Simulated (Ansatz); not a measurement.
Ag:

```
Ag
1.0
     0.00000    2.04275    2.04275
     2.04275    0.00000    2.04275
     2.04275    2.04275    0.00000
Ag
1
Direct
  0.00000 0.00000 0.00000
```

| Item | Value |
| --- | --- |
| Program | Ansatz 0.2.0 |
| Task | relaxation of cell and atoms |
| Functional | PBE |
| Potentials or basis | all-electron LAPW, scalar-relativistic |
| Basis error allowed | 0.001 eV/atom |
| k mesh | 11 × 11 × 11 |
| Occupations | fermi-dirac, width 0.05 eV |
| Spin | no spin polarisation |

At the start: volume 17.05 Å³/atom.

Where does the relaxation end?

Over 5 steps the energy falls by 9.8 meV/atom and the volume is 17.79 Å³/atom (+4.4 %); space group Fm-3m (No. 225, to 0.05 Å).

Step by step:
| step | energy change (eV) | largest force (eV/Å) | volume (Å³) |
| --- | --- | --- | --- |
| 1 | 0.0000 | 0.0000 | 17.05 |
| 2 | -0.0058 | 0.0000 | 18.32 |
| 3 | -0.0097 | 0.0000 | 17.85 |
| 4 | -0.0098 | 0.0000 | 17.79 |
| 5 | -0.0098 | 0.0000 | 17.79 |

Final structure:
```xyz
1
Lattice="0.0000 2.0721 2.0721 2.0721 0.0000 2.0721 2.0721 2.0721 0.0000" Properties=species:S:1:pos:R:3 pbc="T T T"
Ag    0.0000    0.0000    0.0000
```
